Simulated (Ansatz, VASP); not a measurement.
## Two plane-wave programs on NaH

File INCAR:

```
PREC     = Accurate       # precision mode
ENCUT    = 520            # plane-wave cutoff, eV
EDIFF    = 1E-6           # SCF threshold, eV
ISMEAR   = 0              # smearing method
SIGMA    = 0.05           # smearing width, eV
LREAL    = F              # projectors in reciprocal space
LASPH    = T              # aspherical terms in the spheres
NELM     = 60             # most SCF steps
ALGO     = Normal         # electronic algorithm
ISIF     = 2              # what is computed and relaxed
LWAVE    = F              # write WAVECAR
LCHARG   = T              # write CHGCAR
GGA      = CA             # functional
LELF     = T              # ELF
LVHAR    = T            
NBANDS   = 11             # bands
```

File KPOINTS:

```
regular mesh
0
Gamma
  8 8 8
```

POSCAR

```
NaH
1.0
    0.0000000000      2.4766000000      2.4400000000
    2.4766000000      0.0000000000      2.4400000000
    2.4766000000      2.4766000000      0.0000000000
Na H
1 1
Direct
    0.0000000000      0.0000000000      0.0000000000
    0.5000000000      0.5000000000      0.5000000000
```

Input for Ansatz:

```yaml
crystal:
  lattice:
    - [0.0, 2.4766, 2.44]
    - [2.4766, 0.0, 2.44]
    - [2.4766, 2.4766, 0.0]
  atoms:
    - { symbol: Na, position: [0.0, 0.0, 0.0] }
    - { symbol: H, position: [0.5, 0.5, 0.5] }
basis:
  ecutwfc: 420
kpoints:
  mp_grid: { grid: [8, 8, 8] }
hamiltonian:
  xc: lda
scf:
  occupations: { method: gaussian, width: 0.05 }
output:
  forces: true
  stress: true
  eigenvalues: true
```

Change from the starting cell: strain +0.015 along x and y, +0.000 along z, atoms carried along.

Alike in both runs: task single point; functional LDA; k mesh 8 × 8 × 8; occupations gaussian, width 0.05 eV; no spin polarisation.

|  | VASP | Ansatz |
| --- | --- | --- |
| version | VASP 6.6.1 | Ansatz 0.2.0 |
| potentials or method | VASP PAW LDA potentials, release 64 (Na_pv, H) | scalar-relativistic, plane waves, PAW |
| plane-wave cutoff (eV) | 520 | 420 |
| valence electrons in the cell | 8 | 10 |

|  | VASP | Ansatz | Ansatz less VASP |
| --- | --- | --- | --- |
| gap on the k mesh at the Fermi level (eV) | 3.31 | 3.32 | +0.001 |
| least direct gap on the mesh (eV) | 4.20 | 4.21 | +0.003 |
| pressure (GPa) | -3.1 | -3.1 | +0.06 |
| largest component of the traceless stress (GPa) | 0.20 | 0.20 | -0.003 |

The two sets of potentials don't hold the same shells in valence.

A k mesh can miss the band edges.
